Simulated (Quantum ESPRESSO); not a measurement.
# InP in Quantum ESPRESSO: the effect of functional

InP:

```xyz
2
Lattice="0.0000 2.9305 2.9305 2.9305 0.0000 2.9305 2.9305 2.9305 0.0000" Properties=species:S:1:pos:R:3 pbc="T T T"
In    0.0000    0.0000    0.0000
P     4.3957    4.3957    4.3957
```

Alike in all runs:

- Program: Quantum ESPRESSO 7.5
- Task: dielectric tensor
- Cutoff: 762 eV
- Density cutoff: 6095 eV
- k mesh: 6 × 6 × 6, shifted
- Occupations: fermi-dirac, width 0.05 eV
- Spin: no spin polarisation

```tsv
functional	potentials or basis	pressure (GPa)	dielectric constant (mean)
LDA	GBRV 1.5 LDA	?	?
PBEsol	GBRV 1.5 PBEsol	0.4	11.45
WC	GBRV 1.5 PBE	0.6	11.65
BLYP	GBRV 1.5 PBE	6.6	11.15
AM05	GBRV 1.5 PBE	0.8	11.23
```

Problem. What does the run with functional LDA give?

Solution. Pressure -1.4 GPa; dielectric constant 12.00 mean.

Caveats: the potentials were made for another functional, which shifts forces and pressure (some runs); the cell is more than 3 GPa from zero pressure, which shifts response properties (some runs).

Runs at the PBE level aren't shown here.
